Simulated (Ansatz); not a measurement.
Program: Ansatz. Geometries: PBE0-D4/def2-TZVP. ΔE: electronic, gas phase. CCSD(T)/CBS is the MP2 limit (def2-TZVPP, def2-QZVPP) plus CCSD(T) − MP2 in def2-TZVPP, frozen cores. DFT in def2-TZVPP. Each species was taken in one conformer, which may not be the lowest.

Consider the substitution at a C–C bond: `CC(C)C(C)C` + `CNB(F)S` → `CN(C)B(F)S` + `CCC(C)C`.

| level | ΔE (kJ/mol) |
| --- | --- |
| B2PLYP | 18.8 |
| CCSD/def2-TZVPP | 21.9 |
| HF/def2-QZVPP | 18.5 |
| MP2/def2-QZVPP | 23.6 |

Q: What does CCSD(T)/CBS give? (An estimate is asked.)

A: The calculation gave: +22.7 kJ/mol. The listed levels differ from it by -3.9, -0.8, -4.2, 0.9 kJ/mol.

Largest T1 diagnostic among the species: 0.012.

In def2-TZVPP, CCSD(T) changes the Hartree–Fock value by +3.1 kJ/mol (the triples alone add −0.2 kJ/mol) and MP2 by +4.4 kJ/mol.

CCSD(T)/CBS has its own doubt, a few kJ/mol and more with outer-core shells, so smaller differences from it don't rank the levels.
